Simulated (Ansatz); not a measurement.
Write the native input for Ansatz 0.2.0 that does the following.

| Property | Result |
| --- | --- |
| Task | band structure |
| Functional | PBE |
| Potentials or basis | Ansatz PAW |
| Cutoff | 420 eV (not typed: the program's choice for these potentials) |
| k mesh | 6 × 6 × 6 |
| Occupations | fermi-dirac, width 0.05 eV |
| Spin | spin-orbit coupling, no magnetisation |
| Path | [["G", "X", "W", "K", "G", "L", "U", "W", "L", "K"], ["U", "X"]] |
| Points for each segment of the path | 14 |

InAs:

```
CELL_PARAMETERS angstrom
0.00000 3.01800 3.01800
3.01800 0.00000 3.01800
3.01800 3.01800 0.00000
ATOMIC_POSITIONS crystal
In 0.00000 0.00000 0.00000
As 0.75000 0.75000 0.75000
```

One way to write it, as run:

input.yaml

```yaml
crystal:
  lattice:
    - [0.0, 3.018, 3.018]
    - [3.018, 0.0, 3.018]
    - [3.018, 3.018, 0.0]
  atoms:
    - { symbol: In, position: [0.0, 0.0, 0.0] }
    - { symbol: As, position: [0.75, 0.75, 0.75] }
hamiltonian:
  xc: pbe
  pseudopotentials: { kind: paw_fr }
magnetization:
  noncollinear: true
  spin_orbit: true
kpoints:
  mp_grid: { grid: [6, 6, 6] }
  band_path:
    path:
      - [[0.0, 0.0, 0.0], [0.5, 0.0, 0.5], [0.5, 0.25, 0.75], [0.375, 0.375, 0.75], [0.0, 0.0, 0.0], [0.5, 0.5, 0.5], [0.625, 0.25, 0.625], [0.5, 0.25, 0.75], [0.5, 0.5, 0.5], [0.375, 0.375, 0.75]]
      - [[0.625, 0.25, 0.625], [0.5, 0.0, 0.5]]
    npoints: 14
scf:
  occupations: { method: fermi_dirac, width: 0.05 }
  n_extra_bands: 6
output:
  forces: true
  stress: true
  eigenvalues: true
  fatbands: false
```

Potentials or basis: Ansatz PAW.

Launch:

```console
$ ansatz run input.yaml --threads 2 --pin off --max-ram 5632MiB --backend cpu --events-out ev --progress --plain --runs-dir out
```

It gave:

| Item | Value |
| --- | --- |
| Pressure | 4.3 GPa |
| Band gap on the k mesh | none (metal or under the smearing width) |

Wall time 16 s on 2 threads of Arm Neoverse V2, on a shared host, peak memory 0.56 GiB.
